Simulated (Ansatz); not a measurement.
# AlP: Al on a P site

Aim: make an Al on a P site in a supercell of 32 atoms of AlP, relax it, in the charges 0, -1, -2, and find its formation energy, moment and surroundings.

Program: Ansatz 0.2.0. Level of theory: DFT PBE, scalar-relativistic, plane waves, PAW. These are calculated values, not measurements.

2 further runs of the same task are left out: 2 set aside as unsound or not needed.

## 1. The structure to begin with

Symmetry: F-43m, No. 216, cubic system. The conventional cell has a = 5.507 Å, b = 5.507 Å, c = 5.507 Å, α = 90.00°, β = 90.00°, γ = 90.00°. Al (site symmetry -43m) has 4 P at 2.38 Å as nearest neighbours. P (site symmetry -43m) has 4 Al at 2.38 Å as nearest neighbours.

As a file:

```xyz
2
Lattice="0.0000 2.7537 2.7537 2.7537 0.0000 2.7537 2.7537 2.7537 0.0000" Properties=species:S:1:pos:R:3 pbc="T T T"
Al    0.0000    0.0000    0.0000
P     4.1305    4.1305    4.1305
```

It goes back to an entry of the Materials Project.

It is the result of an earlier relaxation at this level (volume 20.88 Å³/atom; gap on the mesh: 1.63 eV).

The host's static dielectric tensor, from an earlier linear-response run, has a mean of 10.38.

The perfect supercell (rows 1 -3 1; -3 1 1; 1 1 -3 in vectors of this cell) comes from an earlier run at this level (32 atoms, E(σ→0) -20711.0963 eV, gap 2.42 eV on its own mesh).

## 2. Making the defect

The atom at (0.500, 0.000, 0.250) of the supercell is replaced. The other atoms start on their ideal sites. Its neighbours are 4 Al at 2.38 Å.

## 3. Relaxing the defect, charge 0

The input, input.yaml:

```yaml
crystal:
  lattice:
    - [-5.5073398843, 5.5073398843, -5.5073398843]
    - [5.5073398843, -5.5073398843, -5.5073398843]
    - [-5.5073398843, -5.5073398843, 5.5073398843]
  atoms:
    - { symbol: Al, position: [0.5, 0.25, 0.25] }
    - { symbol: Al, position: [0.25, 0.25, 0.5] }
    - { symbol: Al, position: [0.0, 0.25, 0.75] }
    - { symbol: Al, position: [0.75, 0.0, 0.25] }
    - { symbol: Al, position: [0.75, 0.25, 0.0] }
    - { symbol: Al, position: [0.5, 0.0, 0.5] }
    - { symbol: Al, position: [0.25, 0.0, 0.75] }
    - { symbol: Al, position: [0.0, 0.75, 0.25] }
    - { symbol: Al, position: [1.0, 1.0, 1.0] }
    - { symbol: Al, position: [0.75, 0.75, 0.5] }
    - { symbol: Al, position: [0.5, 0.75, 0.75] }
    - { symbol: Al, position: [0.25, 0.5, 0.25] }
    - { symbol: Al, position: [0.25, 0.75, 0.0] }
    - { symbol: Al, position: [0.0, 0.5, 0.5] }
    - { symbol: Al, position: [0.75, 0.5, 0.75] }
    - { symbol: Al, position: [0.5, 0.5, 0.0] }
    - { symbol: Al, position: [0.5, 0.0, 0.25] }
    - { symbol: P, position: [0.25, 0.0, 0.5] }
    - { symbol: P, position: [0.0, 0.0, 0.75] }
    - { symbol: P, position: [0.75, 0.75, 0.25] }
    - { symbol: P, position: [0.75, 0.0, 0.0] }
    - { symbol: P, position: [0.5, 0.75, 0.5] }
    - { symbol: P, position: [0.25, 0.75, 0.75] }
    - { symbol: P, position: [0.0, 0.5, 0.25] }
    - { symbol: P, position: [0.0, 0.75, 0.0] }
    - { symbol: P, position: [0.75, 0.5, 0.5] }
    - { symbol: P, position: [0.5, 0.5, 0.75] }
    - { symbol: P, position: [0.25, 0.25, 0.25] }
    - { symbol: P, position: [0.25, 0.5, 0.0] }
    - { symbol: P, position: [0.0, 0.25, 0.5] }
    - { symbol: P, position: [0.75, 0.25, 0.75] }
    - { symbol: P, position: [0.5, 0.25, 0.0] }
  host:
    lattice:
      - [0.0, 2.7536699422, 2.7536699422]
      - [2.7536699422, 0.0, 2.7536699422]
      - [2.7536699422, 2.7536699422, 0.0]
    atoms:
      - { symbol: Al, position: [0.0, 0.0, 0.0] }
      - { symbol: P, position: [0.75, 0.75, 0.75] }
basis:
  ecutwfc: 420
  xc_grid: 2
kpoints:
  mp_grid: { grid: [2, 2, 2], shift: [0.5, 0.5, 0.5] }
hamiltonian:
  xc: pbe
scf:
  occupations: { method: gaussian, width: 0.01 }
output:
  forces: true
  stress: false
  eigenvalues: true
  charged_corrections:
    defect_position: [0.5, 0.0, 0.25]
    epsilon: [[10.3826, 0.0, 0.0], [0.0, 10.3826, 0.0], [0.0, 0.0, 10.3826]]
  write_density: true
  write_potential: true
  elf: true
  volumetric_format: npy
relax:
  adjacent_minimum: "off"
  f_tol: 0.025
  max_steps: 45
```

Started as:

```
> ansatz run input.yaml --threads 4 --pin off --max-ram 6144MiB --backend cpu --events-out ev --progress --plain --runs-dir out
```

The session goes on with these runs: charge state -1; charge state -2.

Q: Predict the outcome of this session. Wanted: formation energy, neutral; nearest atoms after relaxation, one image of each, neutral.

The runs gave:

```
                                                  quantity           value
                                 formation energy, neutral         4.60 eV
nearest atoms after relaxation, one image of each, neutral  4 Al at 2.55 Å
                        level (0/-1) above the valence top         0.99 eV
                       level (-1/-2) above the valence top         1.56 eV
```

What this shows: Forming the neutral defect takes 4.60 eV with the elements as reservoirs. Spin polarisation was off in the neutral run, so a moment could not show there. Among the charges computed the stable one is 0 at the valence top, changing to -1 at 0.99 eV, changing to -2 at 1.56 eV, in a gap of 1.63 eV. Levels are placed in the host's Kohn-Sham gap, which is usually too small at this level and squeezes them. A cell of 32 sites leaves finite-size errors of tenths of an eV, or more where the defect fills or empties host bands. A distortion of lower symmetry was not tried. Where the defect's electrons or holes spill into a band, band filling in so small a cell adds more.
